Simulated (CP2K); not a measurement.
Crystal: GaAs.

```
As Ga
1.0
     3.99777    0.00000    0.00000
     1.99888    3.46217    0.00000
     1.99888    1.15406    3.26417
As Ga
1 1
Direct
  0.75000 0.75000 0.75000
  0.00000 0.00000 0.00000
```

Base run:

| Item | Value |
| --- | --- |
| Program | CP2K 2026.2 |
| Functional | PBE |
| Potentials or basis | GTH_POTENTIALS As GTH-BLYP-q5, Ga GTH-BLYP-q13; DZVP-MOLOPT-SR-GTH basis |
| Density cutoff | 6123 eV |
| k mesh | 8 × 8 × 8 |
| Occupations | fermi-dirac, width 0.05 eV |
| Spin | no spin polarisation |

Its results: band gap on the k mesh 0.46 eV, direct; pressure 3.6 GPa.

Task: The run is repeated on the same cell with these changes: potentials or basis from GTH_POTENTIALS As GTH-BLYP-q5, Ga GTH-BLYP-q13; DZVP-MOLOPT-SR-GTH basis to GTH_POTENTIALS As GTH-PADE-q5, Ga GTH-PADE-q13; DZVP-MOLOPT-SR-GTH basis; potentials from As GTH-BLYP-q5 of GTH_POTENTIALS, Ga GTH-BLYP-q13 of GTH_POTENTIALS to As GTH-PADE-q5 of GTH_POTENTIALS, Ga GTH-PADE-q13 of GTH_POTENTIALS. What comes out?

Result: Band gap on the k mesh 0.54 eV, direct; pressure 2.0 GPa.

Caveats: the potentials were made for another functional, which shifts forces and pressure; the basis of atomic orbitals isn't converged, which shifts pressures, moduli and gaps; the real-space grid breaks the cell's symmetry a little.
